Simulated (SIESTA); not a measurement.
## Pb: equation of state with PBEsol

The system is Pb.

```
Pb
1.0
     3.03861   -1.75032    0.00000
     3.03861    1.75032    0.00000
    -2.11546    0.00000    6.09522
Pb
2
Direct
  0.90851 0.90851 0.72629
  0.09149 0.09149 0.27371
```

This isn't the form of Pb at room conditions, which is fcc.

```
Program             : SIESTA 5.4.2
Task                : equation of state
Functional          : PBEsol
Potentials or basis : PseudoDojo 0.4 standard (PBEsol files)
Basis               : DZP (energy shift 0.003 Ry; two zetas on semicore shells)
Grid cutoff         : 500 Ry
Energy shift        : 0.003 Ry
k mesh              : 9 × 9 × 5
Occupations         : fermi-dirac, width 0.05 eV
Spin                : no spin polarisation
```

* Equilibrium volume: 31.32 Å³/atom
* Bulk modulus at fixed shape and positions: 45 GPa
* Pressure derivative of the bulk modulus: 5.9

Energy against volume, from the lowest point:
```csv
volume (Å³/atom),energy (meV/atom)
30.473,3.20
31.121,0.00
31.769,0.63
32.418,4.83
33.066,11.80
33.714,21.32
34.363,33.11
```

All runs of the series together: 5 min on 1 thread of Arm Neoverse V1, on a shared host.

Caveat: the cell was scaled at fixed shape and fractional positions, which overstates the stiffness of a crystal with free parameters, most of all of layers and chains; the basis of atomic orbitals isn't converged, which shifts pressures, moduli and gaps. Spin-orbit coupling is left out, which matters for the levels of Pb.
